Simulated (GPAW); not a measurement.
# NaCl (Fm-3m): G0W0 with GPAW, start to end, part 2 of 2

Wanted: ground state, empty states, screening and self-energy for NaCl (Fm-3m).

GPAW 26.7.0; PBE and many-body steps on it, plane waves. Known limits of the many-body steps: not at the basis limit.

So far. Step 3 (Bands along the symmetry lines): The gap is 5.159 eV, as in the run before at this level. Step 4 (Empty states on the mesh, 6×6×6 mesh, 243 bands): On this mesh the gap is 5.159 eV.

The database entry behind the starting cell differs from later determinations by our own check (an axis about 0.4 % short against later determinations), so it need not match the best structure at ambient conditions.

## (5) Screening and self-energy, 6×6×6 mesh, 233 bands, screening to 175 eV

G0W0 replaces the xc potential by the self-energy, built once from these orbitals. Only a window of levels is corrected, while the sums run over the empty bands that the input names.

This step: G0W0 on PBE, plane waves, PAW.

File run.py:

```python
import json
import numpy as np
from gpaw.mpi import world
from gpaw.response.g0w0 import G0W0

gw = G0W0('full.gpw',
    filename='gw',
    kpts=[0],
    bands=(5, 9),
    ecut=175,
    nbands=233,
    integrate_gamma='WS',
    ppa=True)
gw.calculate()
res = {mode: {k: v for k, v in r.items() if k != 'sigma_eskwn'}
       for mode, r in gw.all_results.items()}

if world.rank == 0:
    with open('result.json', 'w') as f:
        json.dump(res, f, default=lambda x: x.tolist())
```

Launch:

```bash
$ mpirun -n 4 gpaw python run.py
```

Numbers of over 12 decimals in the logs are rounded to 6 here.

The log of the run:

```text
Using integrator: PointIntegrator
FrequencyGridDescriptor(from 0.000+0.000j to 0.000+27.211j eV, 2 points)
Nonperiodic BCs:  [False False False]
Using integrator: PointIntegrator
FrequencyGridDescriptor(from 0.000+0.000j to 0.000+27.211j eV, 2 points)
Nonperiodic BCs:  [False False False]
  ___  _ _ _
 |   || | | |
 | | || | | |
 |__ ||_____|
 |___|

BZ k-points: Symmetries present (total): 48

  [... matrices ...]
216 k-points: 6 x 6 x 6 Monkhorst-Pack grid + [1/12,1/12,1/12]
16 k-points in the irreducible part of the Brillouin zone
       k-points in crystal coordinates                weights
   0:     0.00000000    0.00000000    0.00000000          1/216
   1:     0.16666667    0.16666667    0.00000000          6/216
   2:     0.16666667    0.16666667    0.16666667          8/216
   3:     0.33333333    0.16666667    0.16666667         12/216
   4:     0.33333333    0.33333333   -0.33333333         12/216
   5:     0.33333333    0.33333333    0.00000000          6/216
   6:     0.33333333    0.33333333    0.16666667         24/216
   7:     0.33333333    0.33333333    0.33333333          8/216
   8:     0.50000000    0.33333333   -0.33333333         24/216
   9:     0.50000000    0.33333333   -0.16666667         12/216
          ...
  15:     0.50000000    0.50000000    0.50000000          4/216

Distributing spins, k-points and bands (1 x 1 x 4) over 4 processes
Number of blocks: 1

Quasi particle states:
k-points (IBZ indices): [0]
Band range: (5, 9)
  [... matrices ...]
Computational parameters:
Plane wave cut-off: 175 eV
Number of bands: 233
Coulomb cutoff: None
Broadening: 0.1 eV

fxc modes: GW
Kernel: RPA
Using Godby-Needs plasmon-pole approximation:
  Fitting energy: i*E0, E0 = 1.000 Hartree
Summing all q:

Calculating screened Coulomb potential
No Coulomb truncation
FrequencyGridDescriptor(from 0.000+0.000j to 0.000+27.211j eV, 2 points)
Removing empty qpoint cache files...

Calculating chi0 body with:
    Ground state adapter containing:
    Number of spins: 1
    Number of kpoints: 216
    Number of irreducible kpoints: 16
    Number of completely occupied states: 7
    Number of partially occupied states: 7
    Occupied states memory: 0.8544921875 M / cpu

    Linear response parametrization:
    q_c: [1.3877787807814457e-17, 1.3877787807814457e-17, 1.3877787807814457e-17]
    Number of frequency points: 2
    Planewave cutoff: 175.0
    Number of bands: 233
    Number of planewaves: 259
    Broadening (eta): 1e-06
    comm.size: 4
    kncomm.size: 4
    blockcomm.size: 1

    Memory estimate of potentially large arrays:
        chi0_wGG: 2.047150 M / cpu
Integrating chi0 body.

Symmetries of q_c:
    Direct symmetries (Uq -> q): 48
    Indirect symmetries (TUq -> q): 0
In total 48 allowed symmetries.

  [... matrices ...]
16 groups of equivalent kpoints. 92.592593% reduction.

Integral kind: response function
Integrating chi0 head and wings.

Symmetries of q_c:
    Direct symmetries (Uq -> q): 48
    Indirect symmetries (TUq -> q): 0
In total 48 allowed symmetries.

  [... matrices ...]
16 groups of equivalent kpoints. 92.592593% reduction.

Integral kind: response function wings

Calculating chi0 body with:
    Ground state adapter containing:
    Number of spins: 1
    Number of kpoints: 216
    Number of irreducible kpoints: 16
    Number of completely occupied states: 7
    Number of partially occupied states: 7
[... the further q-points ...]

Results:
f:      Occupation numbers
eps:     KS-eigenvalues [eV]
vxc:     KS vxc [eV]
exx:     Exact exchange [eV]
sigma:   Self-energies [eV]
dsigma:  Self-energy derivatives
Z:       Renormalization factors
qp:      QP-energies [eV]

k-point 0 (0): (0.000, 0.000, 0.000)                GW
band       f     eps     vxc     exx   sigma  dsigma       Z      qp
                                                                   GW
   5   1.000  -0.462 -16.808 -21.118   1.767  -0.227   0.815  -2.534
   6   1.000  -0.462 -16.808 -21.118   1.767  -0.227   0.815  -2.534
   7   0.000   4.697  -9.282  -5.316  -3.069  -0.152   0.868   5.475
   8   0.000  10.591  -8.493  -3.714  -3.351  -0.158   0.863  11.824
```

Elapsed: 92 s, on 4 MPI ranks of AMD EPYC 9R45, shared host; peak memory 1.2 GiB.

This step gave:

```yaml
g0w0_gap_on_the_points_computed: 8.009 eV
least_direct_g0w0_gap_on_the_computed_points: 8.009 eV
z_at_the_valence_top: 0.8147
z_at_the_conduction_bottom: 0.8681
starting_gap_on_the_mesh: 5.159 eV
k_of_the_valence_top: 0, 0, 0
k_of_the_conduction_bottom: 0, 0, 0
```

The gap on the mesh goes from 5.16 eV to 8.01 eV, a correction of +2.85 eV.

Limits: finite bands, cutoff and mesh. v1 is the top filled band, c1 the lowest empty one. Levels before and after the correction, in eV, zero at the valence-band top of each column:

```csv
,conduction bottom,valence top
Kohn-Sham,5.16,0.00
G0W0,8.01,0.00
```

```csv
,level,energy (eV)
Kohn-Sham,Γ v2-v1,0.000
Kohn-Sham,Γ c1,5.159
Kohn-Sham,Γ c2,11.053
G0W0,Γ v2-v1,0.000
G0W0,Γ c1,8.009
G0W0,Γ c2,14.357
```

## (6) Where the time went

Times are wall times on 4 MPI ranks of AMD EPYC 9R45, shared host, good to a factor of about two.

```csv
step,time,share,memory (GiB)
ground state,3.2 s,3 %,0.58
bands along the symmetry lines,3.3 s,3 %,0.55
empty states on the mesh,4.5 s,4 %,1.0
screening and self-energy,92 s,89 %,1.2
```

## (7) Results

| Property | Result |
| --- | --- |
| PBE gap | 5.16 eV, direct |
| G0W0 gap on the mesh | 8.01 eV |
| GW settings | 6×6×6 mesh, 233 bands, screening to 175 eV, Godby-Needs plasmon pole |
| known limits | not at the basis limit |

What this shows: G0W0 moves the gap on the mesh from 5.16 eV to 8.01 eV (+2.85 eV), with Z of 0.81 and 0.87 at the edges. Only 1 of the mesh's irreducible points was corrected, so a valley elsewhere could overtake. The dearest step here is «screening and self-energy». Bands and cutoff are finite, so the gap is not at the basis limit. The miss can reach some tenths of an eV and take either sign; the mesh is an error of its own. These stock PAW sets were not made for GW. In the G0W0 run levels were corrected at 1 k point alone, so a gap called «on the mesh» is the least over those, and an edge elsewhere would be missed.

[Paths, hosts, dates, memory and timing lines, banners, echoed tables and standing remarks are left out of the program output.]

[Logs are printed without paths, hosts, clocks, repeated set-up lines and the standing remarks that a program may print on its own settings, such as how far it seeks lower states.]

[Runs of the session that timed out or met a known fault of the program may be left out.]

[Hosts, paths, dates, database ids (printed as entryN), source tags and the programs' standing remarks are cut or masked in the printed files.]
